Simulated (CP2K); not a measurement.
The system is Te2Mo.

```
Te Mo
1.0
     3.51820    0.00000    0.00000
    -1.75910    3.04685    0.00000
     0.00000    0.00000   13.97360
Te Mo
4 2
Direct
  0.66667 0.33333 0.37900
  0.33333 0.66667 0.87900
  0.66667 0.33333 0.12100
  0.33333 0.66667 0.62100
  0.66667 0.33333 0.75000
  0.33333 0.66667 0.25000
```

* Program: CP2K 2026.2
* Task: relaxation of cell and atoms
* Functional: PBE
* Potentials or basis: POTENTIAL_UZH Te GTH-PBE-q6, Mo GTH-PBE-q14; TZVP-MOLOPT-PBE-GTH basis
* Density cutoff: 6123 eV
* k mesh: 7 × 7 × 2
* Occupations: fermi-dirac, width 0.0259 eV
* Spin: no spin polarisation

At the start: pressure 4.1 GPa; volume 24.96 Å³/atom.

**Question.** How do energy, volume and symmetry change on relaxing?

**Answer.** Over 28 steps the energy falls by 19.9 meV/atom and the volume is 27.87 Å³/atom (+11.6 %); space group P6_3/mmc (No. 194, to 0.05 Å).

The path:
| step | energy change (eV) | largest force (eV/Å) | volume (Å³) |
| --- | --- | --- | --- |
| 1 | 0.0000 | 0.2798 | 151.25 |
| 2 | -0.0608 | 0.1291 | 155.42 |
| 3 | -0.0629 | 0.1541 | 155.99 |
| 4 | -0.0664 | 0.1551 | 156.90 |
| 5 | -0.0698 | 0.1079 | 157.73 |
| 6 | -0.0721 | 0.0654 | 158.08 |
| 7 | -0.0729 | 0.0643 | 157.99 |
| 8 | -0.0736 | 0.0525 | 157.85 |
| 9 | -0.0747 | 0.0705 | 157.73 |
| 10 | -0.0764 | 0.0851 | 157.80 |
| 11 | -0.0782 | 0.1276 | 158.15 |
| 12 | -0.0799 | 0.1549 | 158.67 |
| 13 | -0.0815 | 0.1347 | 159.15 |
| 14 | -0.0831 | 0.0759 | 159.49 |
| 15 | -0.0846 | 0.0645 | 159.60 |
| 16 | -0.0859 | 0.0638 | 159.50 |
| 17 | -0.0873 | 0.1052 | 159.37 |
| 18 | -0.0899 | 0.1363 | 159.30 |
| 19 | -0.0951 | 0.1526 | 159.62 |
| 20 | -0.1036 | 0.1311 | 160.89 |
| 21 | -0.1131 | 0.1083 | 163.52 |
| 22 | -0.1184 | 0.0554 | 166.42 |
| 23 | -0.1192 | 0.0135 | 167.58 |
| 24 | -0.1193 | 0.0021 | 167.56 |
| 25 | -0.1193 | 0.0036 | 167.36 |
| 26 | -0.1193 | 0.0024 | 167.24 |
| 27 | -0.1193 | 0.0004 | 167.22 |
| 28 | -0.1192 | 0.0004 | 167.22 |

Final structure:
```
Te Mo
1.0
     3.59483    0.00000    0.00000
    -1.79742    3.11305    0.00000
     0.00000    0.00000   14.94253
Te Mo
4 2
Cartesian
  1.7978 1.0375 5.5501
  -0.0004 2.0756 13.0214
  1.7978 1.0375 1.9211
  -0.0004 2.0756 9.3924
  1.7971 1.0379 11.2069
  0.0003 2.0751 3.7356
```

Caveat: the printed path begins after the first move; with these potentials and basis sets, volumes of gold and of layered tellurides can stand 1.5 % and more from those of plane-wave programs; this functional lacks dispersion, which binds the layers, so the pressure and a relaxed spacing across them are unreliable; the volume moved by +12 % from the deposited cell, more than functionals usually miss; the basis of atomic orbitals isn't converged, which shifts pressures, moduli and gaps.
